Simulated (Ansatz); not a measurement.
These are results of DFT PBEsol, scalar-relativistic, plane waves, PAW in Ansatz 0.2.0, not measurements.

Plane waves to 420 eV, a k mesh through Γ of 15×15×8 on the computed 4-atom cell and Gaussian smearing (0.10 eV); no spin polarisation.

```xyz
4
Lattice="2.8650 0.0000 0.0000 -1.4325 2.4812 0.0000 0.0000 0.0000 5.0850" Properties=species:S:1:pos:R:3 pbc="T T T"
Ta    0.0000    1.6541   -0.1029
Ta    1.4325    0.8271    2.4396
N     0.0000    1.6541    2.0607
N     1.4325    0.8271    4.6032
```

Problem. Is this geometry at equilibrium? Which atom feels the largest force?

Solution. It isn't. Atom 3 (N) feels (0.00, 0.00, -8.42) eV/Å, 8.421 eV/Å in size, and symmetry-related atoms feel the same size.

Problem. Give all forces and the stress.

Solution.
| atom | Fx | Fy | Fz |
| --- | --- | --- | --- |
| Ta1 | 0.000 | 0.000 | 8.421 |
| Ta2 | 0.000 | 0.000 | 8.421 |
| N3 | 0.000 | 0.000 | -8.421 |
| N4 | 0.000 | 0.000 | -8.421 |
Stress (GPa, compression positive):
```
332.02   0.00   0.00
  0.00 332.02   0.00
  0.00   0.00  84.52
```

Spin–orbit coupling is left out, which can shift energies with elements as heavy as these.

This wurtzite form isn't the usual stable structure of the compound.